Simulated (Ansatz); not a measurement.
All-electron LAPW in Ansatz 0.2.0 under PBE, scalar-relativistic, energies extrapolated to zero smearing. Slabs are 1×1 cells cut from bulk crystals relaxed on PAW files, with atoms then relaxed, 16 to 20 Å of vacuum, a dipole correction, k spacings of 0.16 to 0.26 Å⁻¹ and smearing of 0.02 to 0.1 eV, without spin–orbit coupling or spin polarisation. The bulk type named needn't be the stable one, and no reconstruction is allowed.

| slab | area (Å²) | γ (J/m²) | Φ (eV) | Δd12 (%) |
| --- | --- | --- | --- | --- |
| diamond Sn (100), 6 layers | 22.15 | 0.86 | 4.46 | 0.0 |
| fcc Ag (110), 4 layers | 12.17 | 0.89 | 4.13 | -12.1 |
| fcc Al (100), 5 layers | 8.17 | 0.92 | 4.29 | 1.6 |
| fcc In (111), 4 layers | 9.94 | ? | ? | -2.8 |

Question: What belongs in the row "fcc In (111), 4 layers", column "γ (J/m²)"?

Answer: 0.31.

Question: Fill in "Φ (eV)" for the row "fcc In (111), 4 layers".

Answer: 3.73.
